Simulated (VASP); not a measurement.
# WC (P1) in VASP: further runs, part 2 of 2

VASP 6.6.1.

## 3. Electron localisation function, PBE (atom 2 moved 0.15 Å)

Input file INCAR:

```
SYSTEM = WC
PREC = Accurate
ENCUT = 520
EDIFF = 1E-6
ISMEAR = 0
SIGMA = 0.02
LREAL = .False.
LASPH = .True.
NELM = 100
ALGO = Normal
ISIF = 2
LWAVE = .False.
LCHARG = .True.
GGA = PE
LELF = .True.
```

Input file KPOINTS:

```
regular mesh
0
Gamma
  11 11 9
  0 0 0
```

Input file POSCAR:

```
WC
1.0
    2.9005014400      0.0000000000      0.0000000000
   -1.4502507200      2.5119079300      0.0000000000
    0.0000000000      0.0000000000      2.8290000000
W C
1 1
Direct
    0.0139390700      0.0093997200      0.9766879900
    0.6527275900      0.3239336100      0.5233120100
```

Potentials or basis: VASP PAW PBE potentials, release 64 (W_sv, C).

The run is started by

```sh
$ cat potpaw_PBE.64/W_sv/POTCAR potpaw_PBE.64/C/POTCAR > POTCAR
$ mpirun -np 1 vasp_std > vasp.out
```

OUTCAR:

```text
SYSTEM = WC
   PREC = Accurate
   ENCUT = 520
   EDIFF = 1E-6
   ISMEAR = 0
   LREAL = .False.
   LASPH = .True.
   NELM = 100
   ISIF = 2
   GGA = PE

 ion  position               nearest neighbor table
   1  0.014  0.009  0.977-   2 2.05   2 2.13   2 2.15   2 2.23   2 2.30   2 2.31
   2  0.653  0.324  0.523-   1 2.05   1 2.13   1 2.15   1 2.23   1 2.30   1 2.31

  LATTYP: Found a hexagonal cell.
 ALAT       =     2.9005014400
 C/A-ratio  =     0.9753485935

  Lattice vectors:

 A1 = (   2.9005014400,   0.0000000000,   0.0000000000)
 A2 = (  -1.4502507200,   2.5119079300,   0.0000000000)
 A3 = (   0.0000000000,   0.0000000000,   2.8290000000)

Analysis of symmetry for initial positions (statically):
=====================================================================
 Subroutine PRICEL returns:
 Original cell was already a primitive cell.

 Routine SETGRP: Setting up the symmetry group for a
 hexagonal supercell.

 Subroutine GETGRP returns: Found  1 space group operations
 (whereof  1 operations were pure point group operations)
 out of a pool of 24 trial point group operations.

The static configuration has the point symmetry C_1 .

Analysis of symmetry for dynamics (positions and initial velocities):
=====================================================================
 Subroutine PRICEL returns:
 Original cell was already a primitive cell.

 Routine SETGRP: Setting up the symmetry group for a
 hexagonal supercell.

 Subroutine GETGRP returns: Found  1 space group operations
 (whereof  1 operations were pure point group operations)
 out of a pool of 24 trial point group operations.

The dynamic configuration has the point symmetry C_1 .

 Subroutine INISYM returns: Found  1 space group operations
 (whereof  1 operations are pure point group operations),
 and found     1 'primitive' translations

----------------------------------------------------------------------------------------

                                     Primitive cell
[... 121 lines left out ...]
   LRPA    =     F    only Hartree local field effects (RPA)
 non-spin polarized calculation
 Gauss-broadening in eV      SIGMA  =   0.02
  energy-cutoff  :      520.00
  volume of cell :       20.61
 maximum number of plane-waves:       580
 NGX is ok and might be reduce to    24
   NGX = 11   NGY = 11   NGZ = 11

 number of electron      18.0000000 magnetization

 Free energy of the ion-electron system (eV)
  ---------------------------------------------------
  ext. energy  EPLUGINS =         0.00000000
  ---------------------------------------------------
  free energy    TOTEN  =       -22.26031706 eV

  energy without entropy =      -22.26027825  energy(sigma->0) =      -22.26029766

 E-fermi :  11.2571     XC(G=0): -13.8244

 val. band max:       11.2491727214   @ k =   0.3636   0.3636   0.0000
 cond. band min:      11.2902352034   @ k =   0.0909   0.4545   0.4444
 fundamental gap:      0.0410624821
 Fermi energy:        11.2571120677

 k-point     1 :       0.0000    0.0000    0.0000
  band No.  band energies     occupation
      1     -62.7733      2.00000
      2     -26.7588      2.00000
      3     -26.6708      2.00000
      4     -26.6661      2.00000
      5      -3.3171      2.00000
      6       6.5871      2.00000
      7       7.6195      2.00000
      8       7.8204      2.00000
      9      11.5749      0.00000
     10      14.2323      0.00000
     11      14.4612      0.00000
     12      16.5650      0.00000
     13      17.3910      0.00000
[... 354 lines left out ...]
  band No.  band energies     occupation
      1     -62.7448      2.00000
      2     -27.0631      2.00000
      3     -26.7772      2.00000
      4     -26.7038      2.00000
      5      -1.9476      2.00000
      6       5.6395      2.00000
      7       7.7020      2.00000
      8       8.8520      2.00000
      9       9.3423      2.00000
     10      13.7355      0.00000
     11      14.6176      0.00000
     12      16.3500      0.00000
     13      17.5871      0.00000

 [... further k-points ...]

------------------------ aborting loop because EDIFF is reached ----------------------------------------

  FORCE on cell =-STRESS in cart. coord.  units (eV):
  Direction    XX          YY          ZZ          XY          YZ          ZX
  --------------------------------------------------------------------------------------
  -------------------------------------------------------------------------------------
  Total        2.1110000      1.3118685      2.1542221      0.4144990     -0.3129344     -0.4124140
  in kB      164.0926227    101.9743965    167.4523774     32.2199060    -24.3250715    -32.0578352
  external PRESSURE =     144.5064655 kB  Pullay stress =       0.0000000 kB

 VOLUME and BASIS-vectors are now :
 -----------------------------------------------------------------------------
  energy-cutoff  :      520.00
  volume of cell :       20.61
      direct lattice vectors                 reciprocal lattice vectors
     2.900501440  0.000000000  0.000000000     0.344767972  0.199051882  0.000000000
    -1.450250720  2.511907930  0.000000000     0.000000000  0.398103763  0.000000000
     0.000000000  0.000000000  2.829000000     0.000000000  0.000000000  0.353481796

 POSITION                                       TOTAL-FORCE (eV/Angst)
 -----------------------------------------------------------------------------------
      0.02680      0.02361      2.76305        -0.973323     -0.790023      2.054663
      1.42345      0.81369      1.48045         0.973323      0.790023     -2.054663
 -----------------------------------------------------------------------------------
    total drift:                                0.000172      0.000055     -0.000756

  FREE ENERGIE OF THE ION-ELECTRON SYSTEM (eV)
  ---------------------------------------------------
  free  energy   TOTEN  =       -22.2603170590 eV

  energy  without entropy=      -22.2602782516  energy(sigma->0) =      -22.26029766
```

Run time: 61 s. Hardware: 1 thread of Intel Xeon 6975P-C (Granite Rapids), shared host; peak memory 0.27 GiB.

What came out:

- Free energy: -22.2603 eV
- Pressure: 14.5 GPa
- Largest force: 2.407 eV/Å
- Band gap on the k mesh: none (metal or under the smearing width)

Forces on the atoms (eV/Å):
```
W   -0.973 -0.790  2.055
C    0.973  0.790 -2.055
```

Caveat: forces of over 1 eV/Å show positions far from the minimum, so gaps and moduli don't describe the material at rest.
